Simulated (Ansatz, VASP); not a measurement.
# One calculation of MgO (Periclase), two programs

```xyz
2
Lattice="0.0000 2.1230 2.1230 2.1230 0.0000 2.1230 2.1230 2.1230 0.0000" Properties=species:S:1:pos:R:3 pbc="T T T"
Mg    0.0000    0.0000    0.0000
O     2.1230    2.1230    2.1230
```

Alike in both runs: task single point; functional r2SCAN; k mesh 10 × 10 × 10; occupations gaussian, width 0.02 eV; no spin polarisation.

|  | VASP | Ansatz |
| --- | --- | --- |
| version | VASP 6.6.1 | Ansatz 0.2.0 |
| potentials or method | VASP PAW PBE potentials, release 64 (Mg, O) | scalar-relativistic, plane waves, PAW |
| plane-wave cutoff (eV) | 520 | 500 |
| valence electrons in the cell | 8 | 16 |

VASP gave:

```
gap on the k mesh at the Fermi level (eV) : 5.36
least direct gap on the mesh (eV)         : 5.36
pressure (GPa)                            : -5.8
```

Q: Estimate Ansatz's values.

A: gap on the k mesh at the Fermi level (eV): 5.39; least direct gap on the mesh (eV): 5.39; pressure (GPa): -4.6.

The functional is the same, so the differences come from potentials, cutoffs and numerics. The two sets of potentials don't hold the same shells in valence.

Caveats: the PAW data sets were made with another functional, which shifts forces and pressure a little (VASP). r2SCAN opens gaps a little over a GGA but as a rule still falls short of measured ones.
